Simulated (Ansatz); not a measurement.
# Be: settings compared (Ansatz)

Launch command:

```bash
ansatz run input.yaml --threads 1 --pin off --max-ram 2560MiB --backend cpu --events-out ev --progress --plain --runs-dir out
```

Input:

```yaml
crystal:
  lattice:
    - [-1.269407, 1.269407, 1.269407]
    - [1.269407, -1.269407, 1.269407]
    - [1.269407, 1.269407, -1.269407]
  atoms:
    - { symbol: Be, position: [0.0, 0.0, 0.0] }
  symmetry: { tolerance: 0.0003 }
kpoints:
  mp_grid: { grid: [10, 10, 10], shift: [0, 0, 0] }
magnetization:
  spin_polarized: false
scf:
  occupations: { method: fermi_dirac }
hamiltonian:
  pseudopotentials: { kind: paw }
  xc: pbe
basis:
  ecutwfc: 420
output:
  forces: true
  stress: true
  eigenvalues: true
```

Origin of the cell: a known structure type with other elements, at an estimated volume, so it need not be a known compound.

The smearing width isn't typed, so it takes its default of 0.1 eV.

Output of this run (shortened):

```
Pseudopotentials: kind: paw
Pseudopotential: Be, paw, valence charge 2, recommended cutoff 420 eV (normal), Be.paw.azcp
Functional definition: PBE
  exchange = pbe_x(kappa = kappa, mu = beta*pi^2/3)
  correlation = pbe_c(beta = beta)
Crystal: 1 atoms, lattice volume = 8.182 Å³
Basis set: ecut = 420 eV, 141 PW (Γ), exchange–correlation on 30×30×30 points (8 copies of the dense FFT grid, shifted against one another)
Bands: 5, of which v1, the nominal top of the filled ones, is band 1 counted from 1 (0 counted from 0)
Symmetry: 48 space group operations
Space group: Im-3m (ITA 229), of the structure as read, at distance tolerance 6.0e-4 Å
k-points: 47 of 1000
Initial density: superposition of atomic densities (neutral atoms: chi_scale 0, normalization atom), corrected by the library's trained network
Functional: x = pbe(κ = 0.804, μ = 0.219515), c = pbe(β = 0.066725)
SCF iter   1: F=—  HF=-92.650776 eV  Δρ=4.55e-4  dr2=5.10e-6
SCF iter   2: F=—  HF=-92.650811 eV  Δρ=2.31e-4  dr2=1.36e-6
SCF iter   3: F=-92.650799 eV  HF=-92.650799 eV  Δρ=5.34e-6  dr2=9.88e-10
SCF iter   4: F=-92.650799 eV  HF=-92.650799 eV  Δρ=1.88e-6  dr2=9.45e-11
SCF iter   5: F=-92.650799 eV  HF=-92.650799 eV  Δρ=1.41e-7  dr2=4.68e-13
SCF iter   6: F=-92.650799 eV  HF=-92.650799 eV  Δρ=4.27e-8  dr2=4.58e-14
SCF 1 converged in 6 iterations: F = -92.650799 eV  dr2 = 4.58e-14
SCF converged after 6 iterations
Free energy (F): -92.650799 eV
Harris-Foulkes:  -92.650799 eV  (|F-HF|=1.42e-14)
Internal energy: -92.645987 eV  (E = F + TS)
E sigma→0 (E₀):  -92.648393 eV
Entropy (-TS):   -0.004812 eV (-4.812 meV/atom)
Fermi energy:    8.522648 eV
--- Per-component energies (eV) ---
  E_band       = 5.818431
  E_kinetic    = 20.705699
  E_local      = 2.831366  (includes V_loc(G=0)·N_el)
  E_nonlocal   = 4.214310
  E_hartree    = 0.017006
  E_xc         = -19.617652
  E_vxc        = -20.593451  (∫ρ·V_xc dr)
  E_paw        = -59.514705  (= ΣΔE_a)
  E_vpaw       = -1.373504  (= ΣTr[D̂ρ^β])
  E_aug_tail   = -0.000001  (compensation charges beyond the density's cutoff)
  E_ewald      = -41.282009
  E_smearing   = -0.004812  (= −TS)
  Σ components = -92.650799   (vs F -92.650799, Δ=0.00e0)
--- Forces (eV/Å), atoms counted from 1 ---
  atom   1  Be     0.000000    -0.000000     0.000000
  max |Σ_I F_I| component: 0.0 eV/Å
--- Stress (GPa, compression-positive) ---
       -5.079806       0.000000       0.000000
       -0.000000      -5.079806       0.000000
        0.000000       0.000000      -5.079806
  P = ⅓ Tr σ = -5.0798 GPa (-50.798 kbar)
```

The same input was run again with these changes:

1. `scf.occupations.method` fermi_dirac → gaussian; `scf.occupations.width` default → 0.1; `scf.n_extra_bands` default → 8
2. `scf.n_extra_bands` default → 4
3. `kpoints.mp_grid.grid` [10, 10, 10] → [3, 3, 3]; `basis.xc_grid` default → 2
4. `scf.mixing.preconditioner` default → local_kerker; `scf.occupations.method` fermi_dirac → tetrahedron

```tsv
run	end	SCF iterations	P (GPa)	max force component (eV/Å)	moment (μB)	ΔE(σ→0) (meV/atom)
base	converged	6	-5.08	0.000	–	0
1	converged	6	-5.19	0.000	–	-0.31
2	converged	6	-5.08	0.000	–	0.00
3	converged	6	5.93	0.000	–	659.87
4	converged	3	-5.21	0.000	–	-7.23
```

Energies are compared only where functional, datasets, charge and starting cell are the same.

Not properties of the system: run 3 (too coarse or loose: `kpoints.mp_grid.grid` = [3, 3, 3]).

Caveats of the base run: the k mesh is coarse if the cell is a metal.

Run 4: forces and stress under tetrahedra may miss the slope of the energy.
